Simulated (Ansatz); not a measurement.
AlNi3 (Pm-3m), clamped-ion strain scan

These are results of Ansatz 0.2.0, DFT PBEsol, scalar-relativistic, plane waves, PAW, not measurements. The runs took a 420 eV cutoff, a Γ-centred 14×14×14 mesh and Gaussian smearing (0.15 eV). Collinear spins, started from moments 0.0, 0.3, 0.3, 0.3 μB in atom order; the magnetic state may not be the lowest. Energies are free energies at this smearing, counted from the undisturbed cell; pressure is positive in compression.

The starting cell (relaxed at this level; it needn't be the usual structure):

```
Al Ni
1.0
     3.51909    0.00000    0.00000
     0.00000    3.51909    0.00000
     0.00000    0.00000    3.51909
Al Ni
1 3
Direct
  0.00000 0.00000 0.00000
  0.00000 0.50000 0.50000
  0.50000 0.00000 0.50000
  0.50000 0.50000 0.00000
```

The cell is strained by ε times the Voigt pattern (1, 1, 0, 0, 0, 0) (xx, yy, zz, yz, xz, xy; engineering shear) with fractional coordinates fixed. The cell is metallic on the mesh throughout.

| ε | ΔE (meV/atom) | stress summed along the pattern (GPa, tension positive) | pressure (GPa) | moment (μB/cell) |
| --- | --- | --- | --- | --- |
| -0.1500 | 1098.3 | -322.56 | 141.8 | 0.00 |
| -0.0750 | 211.3 | -100.73 | 45.6 | 0.00 |
| 0.0000 | 0.0 | 0.00 | 0.0 | 0.60 |
| 0.1125 | 277.2 | 55.51 | -26.3 | 0.66 |